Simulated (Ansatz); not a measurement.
HfN, space group Fm-3m, a point defect in a supercell

Run with Ansatz's Python interface.

`hfn_defect.py`:
```python
"""An interstitial in a supercell of HfN, against the perfect cell."""

import ansatz as az
from ase import Atoms
import numpy as np


def main() -> None:
    atoms = Atoms(
        ["Hf", "N"],
        scaled_positions=[
            (0.0, 0.0, 0.0),
            (0.5, 0.5, 0.5),
        ],
        cell=[
            (0.0, 2.256, 2.256),
            (2.256, 0.0, 2.256),
            (2.256, 2.256, 0.0),
        ],
        pbc=True,
    )
    structure = az.Crystal.from_ase(atoms)
    host = structure.supercell(2, 2, 2)
    defective = host.interstitial("N", at=(0.25, 0.25, 0.25))

    def prepare(structure):
        return (
            structure.calculation()
            .pseudopotentials("paw")
            .kpoints(spacing=0.5)
            .functional("pbe")
            .basis(35 * az.Ry)
            .occupations("cold", width=0.1)
            .band_table()
        )


    perfect = prepare(host).run(threads=1).report
    job = (
        prepare(defective)
        .relax(force_tolerance=0.03, max_steps=40)
    )
    out = job.run(threads=1)
    summary = out.report

    n_host, n_defect = len(perfect["lattice"]["sites"]), len(summary["lattice"]["sites"])
    print(f"perfect cell: {n_host} atoms, F = {perfect['free_energy_ev']:.4f} eV")
    print(f"defect cell:  {n_defect} atoms, F = {summary['free_energy_ev']:.4f} eV")
    # chemical potentials are still to be added to this difference
    print(f"difference {summary['free_energy_ev'] - perfect['free_energy_ev']:.4f} eV (no chemical potentials)")

    pull = np.linalg.norm(summary["forces_ev_ang"], axis=1)
    for atom in np.argsort(-pull)[:5]:
        print(f"force on {out.lattice.sites[atom].symbol}{atom}: {pull[atom]:.3f} eV/A")

    start = np.array([site.position for site in defective.resolved().sites])
    step = np.array([site.position_frac for site in out.lattice.sites]) - start
    moved = np.linalg.norm((step - np.round(step)) @ out.lattice.cell_ang, axis=1)
    print("relaxation by atom (A):", " ".join(f"{site.symbol}:{d:.3f}" for site, d in zip(out.lattice.sites, moved)))


if __name__ == "__main__":
    main()
```

```console
$ python hfn_defect.py
perfect cell: 16 atoms, F = -128869.7639 eV
defect cell:  17 atoms, F = -129249.5719 eV
difference -379.8080 eV (no chemical potentials)
force on Hf10: 0.005 eV/A
force on Hf14: 0.005 eV/A
force on Hf12: 0.005 eV/A
force on Hf6: 0.005 eV/A
force on Hf2: 0.003 eV/A
relaxation by atom (A): Hf:0.011 N:0.239 Hf:0.011 N:0.239 Hf:0.011 N:0.239 Hf:0.008 N:0.014 Hf:0.011 N:0.239 Hf:0.008 N:0.014 Hf:0.008 N:0.014 Hf:0.008 N:0.014 N:0.000
```

What to keep in mind:
- Total energies depend on the potentials; only differences at equal settings carry meaning. A total without «per atom» is that of the whole cell that was run.
- No spin polarisation was allowed.
- For a metal this k-point mesh is coarse: on a finer one energies can move by several to tens of meV an atom and pressures by half a GPa or more, differences at one mesh by less.
- The difference holds no chemical potentials.
- Errors of mesh and smearing per atom add up over the supercell, so the energy can be off by tenths of an eV.
- Spin-orbit coupling, which matters for elements this heavy, is left out.
- The starting cell is as deposited in a crystallographic database; the results hold for this polymorph, which needn't be the stable one.
- The supercell is small, so the defect meets its images and the energies aren't those of an isolated defect; a partly filled defect level may also lower its energy by spin or distortion. For a charged cell the difference holds no correction, alignment or term for the electrons' reservoir.
- Wall time of the script: 97 s on 1 thread of Arm Neoverse V2, with other jobs on the host, peak memory 0.61 GiB.
